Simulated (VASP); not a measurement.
# PtSe2 in VASP: further runs

The runs below take PtSe2 through single point, with r2SCAN+rVV10, r2SCAN.

All numbers are computed with VASP 6.6.1; they aren't measurements. Logs are shortened: lines on timing, memory, paths and dates and some standing lists are left out, and cuts for length are marked.

### 1 The structure

The cell holds a sheet with vacuum, 3 atoms: a = 3.685 Å, b = 3.685 Å, c = 28.960 Å, α = 90.00°, β = 90.00°, γ = 120.00°.

The cell was built by a generator and needn't be a form met in nature.

### 2 Single point, r2SCAN+rVV10

The input, POSCAR:

```
PtSe2
1.0
    3.6848527293      0.0000000000      0.0000000000
   -1.8424263647      3.1911760728      0.0000000000
    0.0000000000      0.0000000000     28.9599999964
Se Pt
2 1
Direct
    0.6666666667      0.3333333333      0.3095620555
    0.3333333333      0.6666666667      0.4010733037
    0.0000000000      0.0000000000      0.3553176796
```

The input, INCAR.step1:

```
SYSTEM = PtSe2
PREC     = Accurate       ! precision mode
ENCUT    = 520            ! plane-wave cutoff, eV
ISMEAR   = 0              ! smearing method
SIGMA    = 0.02           ! smearing width, eV
LREAL    = .False.        ! projectors in reciprocal space
LASPH    = .True.         ! aspherical terms in the spheres
NELM     = 100            ! most SCF steps
LDIPOL   = .True.       
IDIPOL   = 3            
DIPOL    = 0.5 0.5 0.355
NBANDS   = 18             ! bands
GGA      = PE             ! functional
ALGO     = Normal         ! electronic algorithm
EDIFF    = 1E-4           ! SCF threshold, eV
LWAVE    = .True.         ! write WAVECAR
LCHARG   = .False.        ! write CHGCAR
```

The input, INCAR.step2:

```
SYSTEM = PtSe2
PREC     = Accurate       ! precision mode
ENCUT    = 520            ! plane-wave cutoff, eV
EDIFF    = 1E-7           ! SCF threshold, eV
ISMEAR   = 0              ! smearing method
SIGMA    = 0.02           ! smearing width, eV
LREAL    = .False.        ! projectors in reciprocal space
LASPH    = .True.         ! aspherical terms in the spheres
NELM     = 100            ! most SCF steps
ALGO     = Normal         ! electronic algorithm
ISIF     = 2              ! what is computed and relaxed
LWAVE    = .False.        ! write WAVECAR
LCHARG   = .False.        ! write CHGCAR
LDIPOL   = .True.       
IDIPOL   = 3            
DIPOL    = 0.5 0.5 0.355
METAGGA  = R2SCAN         ! meta-GGA
LMIXTAU  = .True.       
LUSE_VDW = .True.       
IVDW_NL  = 2            
BPARAM   = 11.95        
CPARAM   = 0.0093       
NBANDS   = 18             ! bands
ISTART   = 1
```

The input, KPOINTS:

```
regular mesh
0
Gamma
  12 12 1
  0 0 0
```

Potentials or basis: VASP PAW PBE potentials, release 64 (Se, Pt).

The run is started by

```bash
$ cat potpaw_PBE.64/Se/POTCAR potpaw_PBE.64/Pt/POTCAR > POTCAR
$ cp INCAR.step1 INCAR
$ mpirun -np 1 vasp_std > vasp.out
$ cp INCAR.step2 INCAR
$ mpirun -np 1 vasp_std > vasp.out
```

OUTCAR:

```text
SYSTEM = PtSe2
   PREC = Accurate
   ENCUT = 520
   EDIFF = 1E-7
   ISMEAR = 0
   LREAL = .False.
   LASPH = .True.
   NELM = 100
   ISIF = 2
   METAGGA = R2SCAN
   IVDW_NL = 2
   BPARAM = 11.95
   ISTART = 1

 ion  position               nearest neighbor table
   1  0.667  0.333  0.310-   3 2.51   3 2.51   3 2.51
   2  0.333  0.667  0.401-   3 2.51   3 2.51   3 2.51
   3  0.000  0.000  0.355-   1 2.51   2 2.51   1 2.51   2 2.51   1 2.51   2 2.51

  LATTYP: Found a hexagonal cell.
 ALAT       =     3.6848527293
 C/A-ratio  =     7.8592014726

  Lattice vectors:

 A1 = (   3.6848527293,   0.0000000000,   0.0000000000)
 A2 = (  -1.8424263647,   3.1911760728,   0.0000000000)
 A3 = (   0.0000000000,   0.0000000000,  28.9599999964)

Analysis of symmetry for initial positions (statically):
=====================================================================
 Subroutine PRICEL returns:
 Original cell was already a primitive cell.

 Routine SETGRP: Setting up the symmetry group for a
 hexagonal supercell.

 Subroutine GETGRP returns: Found 12 space group operations
 (whereof  6 operations were pure point group operations)
 out of a pool of 24 trial point group operations.

The static configuration has the point symmetry C_3v.
 The point group associated with its full space group is D_3d.

Analysis of symmetry for dynamics (positions and initial velocities):
=====================================================================
 Subroutine PRICEL returns:
 Original cell was already a primitive cell.

 Routine SETGRP: Setting up the symmetry group for a
 hexagonal supercell.

 Subroutine GETGRP returns: Found 12 space group operations
 (whereof  6 operations were pure point group operations)
 out of a pool of 24 trial point group operations.

The dynamic configuration has the point symmetry C_3v.
 The point group associated with its full space group is D_3d.

 Subroutine INISYM returns: Found 12 space group operations
 (whereof  6 operations are pure point group operations),
 and found     1 'primitive' translations

----------------------------------------------------------------------------------------

                                     Primitive cell

  volume of cell :     340.5410

  direct lattice vectors                    reciprocal lattice vectors
[... 89 lines left out ...]
   ISIF   =      2    stress and relaxation
   ISYM   =      2    0-nonsym 1-usesym 2-fastsym
   POTIM  = 0.5000    time-step for ionic-motion
   TEBEG  =    0.0;   TEEND  =   0.0 temperature during run
   PSTRESS=    0.0 pullay stress
   NELECT =      22.0000    total number of electrons
   NUPDOWN=      -1.0000    fix difference up-down
   EMIN   =  10.00;   EMAX   =-10.00  energy-range for DOS
   EFERMI =   0.00;   METHOD = LEGACY
   ISMEAR =     0;   SIGMA  =   0.02  broadening in eV -4-tet -1-fermi 0-gaus
   EFERMI_NEDOS =   21; number of points for ismear=-14 and -15
   IALGO  =     38    algorithm
   IMIX   =      4    mixing-type and parameters
     AMIX     =   0.40;   BMIX     =  1.00
     AMIX_MAG =   1.60;   BMIX_MAG =  1.00
  volume/ion in A,a.u.               =     113.51       766.03
  Fermi-wavevector in a.u.,A,eV,Ry     =   0.656890  1.241342  5.870973  0.431504
  Thomas-Fermi vector in A             =   1.728225
   LORBIT       =      0    0 simple, 1 ext, 2 COOP (PROOUT), +10 PAW based schemes
   METAGGA = R2SCAN    functional components
   LHFCALC =     F    Hartree Fock is set to
   AEXX    =    0.0000 exact exchange contribution
   IVDW_NL    =     2    kernel type
   BPARAM     =11.9500
   IVDW    =     0    specifies the selected vdW correction
   LEPSILON=     F    determine dielectric tensor
   LRPA    =     F    only Hartree local field effects (RPA)
 non-spin polarized calculation
 Gauss-broadening in eV      SIGMA  =   0.02
  energy-cutoff  :      520.00
  volume of cell :      340.54
 maximum number of plane-waves:      9219
 NGX is ok and might be reduce to    28
   NGX = 13   NGY = 13   NGZ =107

 dipolmoment           0.000000      0.000000      0.000000 electrons x Angstroem

 number of electron      22.0000003 magnetization

 dipolmoment           0.000000      0.000000     -0.000000 electrons x Angstroem

 Free energy of the ion-electron system (eV)
  ---------------------------------------------------
  ext. energy  EPLUGINS =         0.00000000
  ---------------------------------------------------
  free energy    TOTEN  =       -80.75519592 eV

  energy without entropy =      -80.75519592  energy(sigma->0) =      -80.75519592

 E-fermi :  -3.8055     XC(G=0):  -2.3516

 val. band max:       -3.9607009327   @ k =   0.0833   0.0000   0.0000
 cond. band min:      -2.3821861852   @ k =   0.2500   0.0000   0.0000
 fundamental gap:      1.5785147475
 Fermi energy:        -3.8054880308

 k-point     1 :       0.0000    0.0000    0.0000
  band No.  band energies     occupation
      1     -18.6300      2.00000
      2     -16.7453      2.00000
      3      -9.4017      2.00000
      4      -9.3161      2.00000
      5      -9.3161      2.00000
      6      -7.0449      2.00000
[... 376 lines left out ...]
      5      -9.1291      2.00000
      6      -7.6059      2.00000
[... 10 lines left out ...]
     17       5.4944      0.00000
     18       5.7430      0.00000

------------------------ aborting loop because EDIFF is reached ----------------------------------------

 vacuum level on the upper side and lower side of the slab       (xc-potential included)         0.045         0.046

  FORCE on cell =-STRESS in cart. coord.  units (eV):
  Direction    XX          YY          ZZ          XY          YZ          ZX
  --------------------------------------------------------------------------------------
  -------------------------------------------------------------------------------------
  Total        0.1713366      0.1713366      0.0985876     -0.0000000      0.0000000      0.0000000
  in kB        0.8061045      0.8061045      0.4638349     -0.0000000      0.0000000      0.0000000
  external PRESSURE =       0.6920147 kB  Pullay stress =       0.0000000 kB

 VOLUME and BASIS-vectors are now :
 -----------------------------------------------------------------------------
  energy-cutoff  :      520.00
  volume of cell :      340.54
      direct lattice vectors                 reciprocal lattice vectors
     3.684852729  0.000000000  0.000000000     0.271381266  0.156682047  0.000000000
    -1.842426365  3.191176073  0.000000000     0.000000000  0.313364094  0.000000000
     0.000000000  0.000000000 28.959999996     0.000000000  0.000000000  0.034530387

 POSITION                                       TOTAL-FORCE (eV/Angst)
 -----------------------------------------------------------------------------------
      1.84243      1.06373      8.96492        -0.000000      0.000000     -0.041635
     -0.00000      2.12745     11.61508         0.000000     -0.000000      0.041635
      0.00000      0.00000     10.29000         0.000000      0.000000     -0.000000
 -----------------------------------------------------------------------------------
    total drift:                                0.000000     -0.000000     -0.000001

  FREE ENERGIE OF THE ION-ELECTRON SYSTEM (eV)
  ---------------------------------------------------
  free  energy   TOTEN  =       -80.7551959208 eV

  energy  without entropy=      -80.7551959208  energy(sigma->0) =      -80.75519592

 vacuum level on the upper side and lower side of the slab         2.030         2.031
```

It took 23 min on 1 thread of Intel Xeon Platinum 8488C (Sapphire Rapids), shared host; peak memory 1.1 GiB.

What came out:

```yaml
Free_energy: -80.7552 eV
Largest_force: 0.042 eV/Å
Band_gap_on_the_k_mesh: 1.58 eV, indirect (least direct gap 1.90 eV)
```

Forces in eV/Å, atoms in the order of the input:
```
Se   0.000  0.000 -0.042
Se   0.000  0.000  0.042
Pt   0.000  0.000  0.000
```

Levels at points of the mesh, in eV from the valence-band top:
```
           k point  band 8  band 9  band 10  band 11  band 12  band 13  band 14  band 15
(0.00, 0.00, 0.00)   -1.38   -0.71     0.00     0.00     3.18     3.18     5.19     5.77
(0.50, 0.00, 0.00)   -2.47   -2.09    -1.88    -1.56     2.64     2.91     5.06     6.72
```

Caveat: the PAW data sets were made with another functional, which shifts forces and pressure a little; spin-orbit coupling is left out, which moves the levels of the heavy elements.

[end of part 1 of 2]
